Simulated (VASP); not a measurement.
Wanted: the native input for a VASP 6.6.1 run.

| Quantity | Value |
| --- | --- |
| Task | relaxation of cell and atoms |
| Functional | TPSS |
| Potentials or basis | VASP PAW PBE potentials, release 64 (Sn_d) |
| Cutoff | 600 eV |
| k mesh | 9 × 9 × 9 |
| Occupations | methfessel-paxton, width 0.1 eV |
| Spin | no spin polarisation |
| Further INCAR settings | ALGO = Normal; EDIFF = 1e-06; IBRION = 2; EDIFFG = -0.02; NSW = 40; ISIF = 3 |

The structure of Sn lies in POSCAR:

```
Sn
1.0
   -2.9401404553      2.9401404553      1.5993019889
    2.9401404553     -2.9401404553      1.5993019889
    2.9401404553      2.9401404553     -1.5993019889
Sn
2
Direct
    0.0000000000      0.0000000000      0.0000000000
    0.7500000000      0.2500000000      0.5000000000
```

These files were run (other wordings do the same):

INCAR

```
SYSTEM = Sn
PREC = Accurate ; ENCUT = 600
EDIFF = 1E-6 ; ISMEAR = 1
SIGMA = 0.1 ; LREAL = .FALSE.
LASPH = .TRUE. ; NELM = 60
ALGO = Normal ; ISIF = 3
LWAVE = .FALSE. ; LCHARG = .FALSE.
METAGGA = TPSS ; LMIXTAU = .TRUE.
IBRION = 2 ; NSW = 40
EDIFFG = -0.02
```

KPOINTS

```
regular mesh
0
G
  9 9 9
  0 0 0
```

Potentials or basis: VASP PAW PBE potentials, release 64 (Sn_d).

The run is started by

```console
$ cat potpaw_PBE.64/Sn_d/POTCAR > POTCAR
$ mpirun -np 1 vasp_std > vasp.out
```

It gave:

The relaxed volume is 27.53 Å³/atom, the relaxed cell is a = 4.449 Å, b = 4.449 Å, c = 4.449 Å, α = 97.40°, β = 97.40°, γ = 137.94° and the space group after relaxing (to 0.05 Å) is I4_1/amd (No. 141). The energy gained by relaxing is 0.1 meV/atom, the ionic steps are 3 and the pressure after relaxing is 0.0 GPa. The band gap on the k mesh is none (metal or under the smearing width).

Caveat: the PAW data sets were made with another functional, which shifts forces and pressure a little.

Wall time 5.4 min on 1 thread of Intel(R) Xeon(R) 6975P-C (Granite Rapids), on a shared host, peak memory 0.27 GiB.
